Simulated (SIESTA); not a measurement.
LiCl:

```
CELL_PARAMETERS angstrom
0.00000 2.56477 2.56477
2.56477 0.00000 2.56477
2.56477 2.56477 0.00000
ATOMIC_POSITIONS crystal
Cl 0.50000 0.50000 0.50000
Li 0.00000 0.00000 0.00000
```

- Program: SIESTA 5.4.2
- Task: single point
- Functional: PBE
- Potentials or basis: PseudoDojo 0.4 standard (PBE files)
- Basis: DZP (energy shift 0.002 Ry; radii capped at 9.5 bohr)
- Grid cutoff: 800 Ry
- Energy shift: 0.002 Ry
- k mesh: 9 × 9 × 9
- Occupations: fermi-dirac, width 0.05 eV
- Spin: no spin polarisation

On this cell: pressure 0.7 GPa; largest force zero by symmetry; band gap on the k mesh 6.54 eV, direct.

The same run follows on a disturbed copy (atoms moved at random, drawn with an rms of 0.05 Å):

```
Cl Li
1.0
     0.00000    2.56477    2.56477
     2.56477    0.00000    2.56477
     2.56477    2.56477    0.00000
Cl Li
1 1
Direct
  0.49436 0.52009 0.48159
  0.00738 0.97728 0.00359
```

Question: What does the disturbed cell give?

Answer: The energy moves by +4.1 meV/atom; pressure 0.9 GPa; largest force 0.127 eV/Å; band gap on the k mesh 6.52 eV, direct.

Forces in eV/Å, atoms in the order of the input:
```
Cl  -0.048  0.090 -0.075
Li   0.048 -0.090  0.075
```

Stress tensor (GPa, compression positive):
```
 0.74  0.02 -0.02
 0.02  0.97  0.04
-0.02  0.04  0.89
```

Caveats: semicore shells carry a single zeta, which can move pressures by several GPa and volumes by a few percent; an odd mesh through Γ misses points on the zone boundary, where band edges often lie; the basis of atomic orbitals isn't converged, which shifts pressures, moduli and gaps.
